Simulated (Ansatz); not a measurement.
# GaAs (F-43m) in Ansatz: a series of runs, part 2 of 2

Ansatz 0.2.0. Earlier steps stand in the parts before.

### Step 3. Single point, r2SCAN50, 21.23 Å³/atom (volume scaled by 0.94)

The input, input.yaml:

```yaml
crystal:
  lattice:
    - [0.0, 2.7691429914, 2.7691429914]
    - [2.7691429914, 0.0, 2.7691429914]
    - [2.7691429914, 2.7691429914, 0.0]
  atoms:
    - { symbol: As, position: [0.75, 0.75, 0.75] }
    - { symbol: Ga, position: [0.0, 0.0, 0.0] }
hamiltonian:
  xc: r2scan50
  pseudopotentials: { kind: paw }
kpoints:
  mp_grid: { grid: [4, 4, 4] }
scf:
  occupations: { method: fermi_dirac, width: 0.05 }
output:
  forces: true
  stress: true
  eigenvalues: true
```

Potentials or basis: Ansatz PAW.

Launch:

```bash
$ ansatz run input.yaml --threads 2 --pin off --max-ram 5632MiB --backend cpu --events-out ev --progress --plain --runs-dir out
```

The program printed:

```text
Warning: output.stress: scf.convergence.dr2_threshold = 1e-7 eV (the SCF's general default) is looser than the 2e-10 eV advised for a printed stress (1e-10 eV for each atom of the cell: 2). What an SCF threshold leaves in a stress goes as its square root, and in the free energy as the threshold itself, and one threshold admits the most on a small cell: of the crystals measured, under no hybrid functional and no lock of the moments, on runs that ended without the residual-converged pass, on stresses that held no estimate of that error, the worst erred by over 100 MPa in a component at 1e-7 eV an atom and by under 5 at 1e-10. Set scf.convergence.dr2_threshold to 2e-10 eV or tighter. The threshold is an SCF's pass mark: one that does not reach it within its budget of iterations ends unconverged, or closes short of it on a stop that the run arms, and scf.convergence.dr2_threshold's page says what that costs each kind of run
Warning: output.stress: scf.exx.energy_threshold = 1e-6 eV is looser than the 2e-8 eV advised for a stress under a hybrid functional (1e-8 eV for each atom of the cell: 2). Every SCF of the exchange loop can meet its threshold on dr2 while the loop round them stops early: no threshold on dr2 bounds what that leaves in the stress. Set scf.exx.energy_threshold to 2e-8 eV or tighter. The threshold is the loop's pass mark: a loop that does not reach it within its budget of cycles ends unconverged, and scf.exx.energy_threshold's page has the law
Warning: RAYON_NUM_THREADS=2 ignored (pool sized by the plan → 2); use --threads N
[... 104 lines left out ...]
--- Band table (eV; the first three rows and the last of 8) ---
  k-point 0: bands = ["-34.9931", "-34.9931", "-34.9931", "-34.9771", "-34.9771", "-13.1175", "-13.1175", "-13.1175", "-13.0134", "-13.0134", "-8.5140", "7.4479", "7.4479", "7.4479", "11.8998", "14.3357", "14.3357", "14.3357"]
  k-point 1: bands = ["-34.9927", "-34.9926", "-34.9926", "-34.9769", "-34.9769", "-13.1406", "-13.1056", "-13.1056", "-13.0140", "-13.0140", "-7.6288", "2.5214", "6.5967", "6.5967", "12.3016", "15.3834", "15.3834", "17.3385"]
  k-point 2: bands = ["-34.9924", "-34.9921", "-34.9921", "-34.9766", "-34.9766", "-13.1632", "-13.0959", "-13.0959", "-13.0123", "-13.0123", "-6.1802", "-0.9374", "5.9719", "5.9719", "11.7305", "15.2978", "15.2978", "18.6297"]
  k-point 7: bands = ["-34.9927", "-34.9921", "-34.9908", "-34.9770", "-34.9762", "-13.1812", "-13.0848", "-13.0700", "-13.0266", "-13.0111", "-5.0829", "-0.7298", "2.8592", "3.1695", "15.2308", "16.0067", "16.6361", "16.7590"]
```

Run time: 15 s. Hardware: 2 threads of Arm Neoverse V1, shared host; peak memory 0.83 GiB.

What came out:

* Free energy: -8651.9212 eV
* Pressure: 4.3 GPa
* Band gap on the k mesh: 4.03 eV, indirect (least direct gap 4.45 eV)

Caveat: the k mesh is coarse (spacing up to 0.49 Å⁻¹), so the values aren't converged, least of all with exact exchange; the PAW data sets come from PBE, with cores solved anew for the run's functional, which leaves a small shift of forces and pressure; the thresholds are loose for stress.

### Step 4. Single point, r2SCAN50, 21.69 Å³/atom (volume scaled by 0.96)

Edit input.yaml of step 3 so:

```diff
@@ -2,5 +2,5 @@
   lattice:
-    - [0.0, 2.7691429914, 2.7691429914]
-    - [2.7691429914, 0.0, 2.7691429914]
-    - [2.7691429914, 2.7691429914, 0.0]
+    - [0.0, 2.7886446409, 2.7886446409]
+    - [2.7886446409, 0.0, 2.7886446409]
+    - [2.7886446409, 2.7886446409, 0.0]
   atoms:
```

Launch:

```bash
$ ansatz run input.yaml --threads 2 --pin off --max-ram 5632MiB --backend cpu --events-out ev --progress --plain --runs-dir out
```

Run time: 15 s. Hardware: 2 threads of Arm Neoverse V1, shared host; peak memory 0.83 GiB.

It converged, with:

- Free energy: -8651.9396 eV
- Pressure: 2.2 GPa
- Band gap on the k mesh: 4.07 eV, indirect (least direct gap 4.24 eV)

Caveat: the k mesh is coarse (spacing up to 0.49 Å⁻¹), so the values aren't converged, least of all with exact exchange; the PAW data sets come from PBE, with cores solved anew for the run's functional, which leaves a small shift of forces and pressure; the thresholds are loose for stress.

### Step 5. Single point, r2SCAN50, 22.14 Å³/atom (volume scaled by 0.98)

Edit input.yaml of step 4 so:

```diff
@@ -2,5 +2,5 @@
   lattice:
-    - [0.0, 2.7886446409, 2.7886446409]
-    - [2.7886446409, 0.0, 2.7886446409]
-    - [2.7886446409, 2.7886446409, 0.0]
+    - [0.0, 2.8078772807, 2.8078772807]
+    - [2.8078772807, 0.0, 2.8078772807]
+    - [2.8078772807, 2.8078772807, 0.0]
   atoms:
```

Launch:

```bash
$ ansatz run input.yaml --threads 2 --pin off --max-ram 5632MiB --backend cpu --events-out ev --progress --plain --runs-dir out
```

Run time: 15 s. Hardware: 2 threads of Arm Neoverse V1, shared host; peak memory 0.83 GiB.

It converged, with:

- Free energy: -8651.9468 eV
- Pressure: 0.3 GPa
- Band gap on the k mesh: 4.04 eV, direct

Caveat: the k mesh is coarse (spacing up to 0.48 Å⁻¹), so the values aren't converged, least of all with exact exchange; the PAW data sets come from PBE, with cores solved anew for the run's functional, which leaves a small shift of forces and pressure; the thresholds are loose for stress.

### Step 6. Single point, r2SCAN50, 22.59 Å³/atom

Edit input.yaml of step 5 so:

```diff
@@ -2,5 +2,5 @@
   lattice:
-    - [0.0, 2.8078772807, 2.8078772807]
-    - [2.8078772807, 0.0, 2.8078772807]
-    - [2.8078772807, 2.8078772807, 0.0]
+    - [0.0, 2.82685, 2.82685]
+    - [2.82685, 0.0, 2.82685]
+    - [2.82685, 2.82685, 0.0]
   atoms:
@@ -19 +19,5 @@
   eigenvalues: true
+  write_density: true
+  write_potential: true
+  elf: true
+  volumetric_format: npy
```

Potentials or basis: Ansatz PAW.

Launch:

```bash
$ ansatz run input.yaml --threads 2 --pin off --max-ram 5632MiB --backend cpu --events-out ev --progress --plain --runs-dir out
```

It took 15 s on 2 threads of Arm Neoverse V1, shared host; peak memory 0.88 GiB.

Results (log left out):

```
Free energy            : -8651.9440 eV
Pressure               : -1.3 GPa
Band gap on the k mesh : 3.84 eV, direct
```

Caveat: the k mesh is coarse (spacing up to 0.48 Å⁻¹), so the values aren't converged, least of all with exact exchange; the PAW data sets come from PBE, with cores solved anew for the run's functional, which leaves a small shift of forces and pressure; the thresholds are loose for stress.

### Step 7. Single point, r2SCAN50, 23.04 Å³/atom (volume scaled by 1.02)

Edit input.yaml of step 6 so:

```diff
@@ -2,5 +2,5 @@
   lattice:
-    - [0.0, 2.82685, 2.82685]
-    - [2.82685, 0.0, 2.82685]
-    - [2.82685, 2.82685, 0.0]
+    - [0.0, 2.8455714065, 2.8455714065]
+    - [2.8455714065, 0.0, 2.8455714065]
+    - [2.8455714065, 2.8455714065, 0.0]
   atoms:
```

Launch:

```bash
$ ansatz run input.yaml --threads 2 --pin off --max-ram 5632MiB --backend cpu --events-out ev --progress --plain --runs-dir out
```

Run time: 15 s. Hardware: 2 threads of Arm Neoverse V1, shared host; peak memory 0.89 GiB.

The run converged. Its results:

- Free energy: -8651.9320 eV
- Pressure: -2.9 GPa
- Band gap on the k mesh: 3.65 eV, direct

Caveat: the k mesh is coarse (spacing up to 0.48 Å⁻¹), so the values aren't converged, least of all with exact exchange; the PAW data sets come from PBE, with cores solved anew for the run's functional, which leaves a small shift of forces and pressure; the thresholds are loose for stress.

### Step 8. Single point, r2SCAN50, 23.49 Å³/atom (volume scaled by 1.04)

Edit input.yaml of step 7 so:

```diff
@@ -2,5 +2,5 @@
   lattice:
-    - [0.0, 2.8455714065, 2.8455714065]
-    - [2.8455714065, 0.0, 2.8455714065]
-    - [2.8455714065, 2.8455714065, 0.0]
+    - [0.0, 2.8640496607, 2.8640496607]
+    - [2.8640496607, 0.0, 2.8640496607]
+    - [2.8640496607, 2.8640496607, 0.0]
   atoms:
```

Launch:

```bash
$ ansatz run input.yaml --threads 2 --pin off --max-ram 5632MiB --backend cpu --events-out ev --progress --plain --runs-dir out
```

It took 16 s on 2 threads of Arm Neoverse V1, shared host; peak memory 0.89 GiB.

The run converged. Its results:

```
Free energy            : -8651.9119 eV
Pressure               : -4.2 GPa
Band gap on the k mesh : 3.46 eV, direct
```

Caveat: the k mesh is coarse (spacing up to 0.47 Å⁻¹), so the values aren't converged, least of all with exact exchange; the PAW data sets come from PBE, with cores solved anew for the run's functional, which leaves a small shift of forces and pressure; the thresholds are loose for stress.

### Step 9. Single point, r2SCAN50, 23.94 Å³/atom (volume scaled by 1.06)

The input, input.yaml:

```yaml
crystal:
  lattice:
    - [0.0, 2.8822925071, 2.8822925071]
    - [2.8822925071, 0.0, 2.8822925071]
    - [2.8822925071, 2.8822925071, 0.0]
  atoms:
    - { symbol: As, position: [0.75, 0.75, 0.75] }
    - { symbol: Ga, position: [0.0, 0.0, 0.0] }
hamiltonian:
  xc: r2scan50
  pseudopotentials: { kind: paw }
kpoints:
  mp_grid: { grid: [4, 4, 4] }
scf:
  occupations: { method: fermi_dirac, width: 0.05 }
output:
  forces: true
  stress: true
  eigenvalues: true
```

Potentials or basis: Ansatz PAW.

Launch:

```bash
$ ansatz run input.yaml --threads 2 --pin off --max-ram 5632MiB --backend cpu --events-out ev --progress --plain --runs-dir out
```

Wall time 16 s (2 threads of Arm Neoverse V1, shared host); peak memory 0.89 GiB.

The run converged. Its results:

* Free energy: -8651.8845 eV
* Pressure: -5.5 GPa
* Band gap on the k mesh: 3.27 eV, direct

Caveat: the k mesh is coarse (spacing up to 0.47 Å⁻¹), so the values aren't converged, least of all with exact exchange; the PAW data sets come from PBE, with cores solved anew for the run's functional, which leaves a small shift of forces and pressure; the thresholds are loose for stress.

### Step 10. Equation of state, r2SCAN50

Potentials or basis: Ansatz PAW.

This step only gathers the single runs of the series.

Results:

```
Equilibrium volume                      : 22.23 Å³/atom
Bulk modulus                            : 86 GPa
Pressure derivative of the bulk modulus : 4.3
```

Energy against volume, from the lowest point:
| volume (Å³/atom) | energy (meV/atom) |
| --- | --- |
| 21.234 | 12.80 |
| 21.686 | 3.59 |
| 22.138 | 0.00 |
| 22.590 | 1.42 |
| 23.041 | 7.42 |
| 23.493 | 17.48 |
| 23.945 | 31.16 |

Caveat: the k mesh is coarse (spacing up to 0.48 Å⁻¹), so the values aren't converged, least of all with exact exchange; the PAW data sets were made with another functional, which shifts forces and pressure a little.

### Step 11. Against experiment

Step 2. Measured gap of GaAs: 1.412 eV (direct; 300 K; “Evidence of valence band perturbations in GaAsN/GaAs(001): A combined variable-angle spectroscopic ellipsometry and modulated photoreflectance investigation”, 2008, arxiv:0805.2212). This calculation gives 3.72 eV (+2.31 eV). So large a miss can be the level of theory's own, or it may mean another phase, state or a wrong row. 3 values of this kind are on record (1.412 to 1.51 eV); this one was drawn at random among those near their median, those with a stated uncertainty first. Spin-orbit coupling on As, Ga is left out. The value is that of r2SCAN50, without temperature or zero-point motion.
